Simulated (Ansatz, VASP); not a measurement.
**WC: VASP beside Ansatz**

INCAR

```
PREC = Accurate
ENCUT = 520
EDIFF = 1E-7
ISMEAR = 0
SIGMA = 0.1
LREAL = F
LASPH = T
NELM = 80
ALGO = Normal
ISIF = 2
LWAVE = F
LCHARG = F
GGA = PS
NBANDS = 16
```

The input KPOINTS:

```
regular mesh
0
Gamma
  24 24 18
```

The input POSCAR:

```
WC
1.0
    2.8984787829      0.0000000000      0.0000000000
   -1.4492393914      2.5101562583      0.0000000000
    0.0000000000      0.0000000000      2.7005077967
W C
1 1
Direct
    0.0000000000      0.0000000000      0.0000000000
    0.6666666667      0.3333333333      0.5000000000
```

Input for Ansatz:

```yaml
crystal:
  lattice:
    - [2.8984787829, 0.0, 0.0]
    - [-1.4492393914, 2.5101562583, 0.0]
    - [0.0, 0.0, 2.7005077967]
  atoms:
    - { symbol: W, position: [0.0, 0.0, 0.0] }
    - { symbol: C, position: [0.6666666667, 0.3333333333, 0.5] }
basis:
  ecutwfc: 420
kpoints:
  mp_grid: { grid: [24, 24, 18] }
hamiltonian:
  xc: pbesol
scf:
  occupations: { method: gaussian, width: 0.1 }
output:
  forces: true
  stress: true
  eigenvalues: true
```

Change from the starting cell: strain along c alone, the other axes held, atoms relaxed: -4.5 %.

Alike in both runs: task single point; functional PBEsol; k mesh 24 × 24 × 18; occupations gaussian, width 0.1 eV; no spin polarisation.

|  | VASP | Ansatz |
| --- | --- | --- |
| version | VASP 6.6.1 | Ansatz 0.2.0 |
| potentials or method | VASP PAW PBE potentials, release 64 (W_sv, C) | scalar-relativistic, plane waves, PAW |
| plane-wave cutoff (eV) | 520 | 420 |
| valence electrons in the cell | 18 | 18 |

VASP gave:

```
gap on the k mesh at the Fermi level (eV)       : none
pressure (GPa)                                  : 25.4
largest component of the traceless stress (GPa) : 27.99
```

Q: What did Ansatz give for the same quantities?

A: gap on the k mesh at the Fermi level (eV): none; pressure (GPa): 23.8; largest component of the traceless stress (GPa): 27.59.

A gap of «none» marks a metal or a gap that the smearing closes. The functional is the same, so the differences come from potentials, cutoffs and numerics.

Caveats: so large a pressure means that the cell lies far from this level's equilibrium, or that cutoff or potentials fall short (VASP); the potentials were made for another functional, which shifts forces and pressure (VASP). The runs have no spin-orbit coupling, so splittings on W are missing.
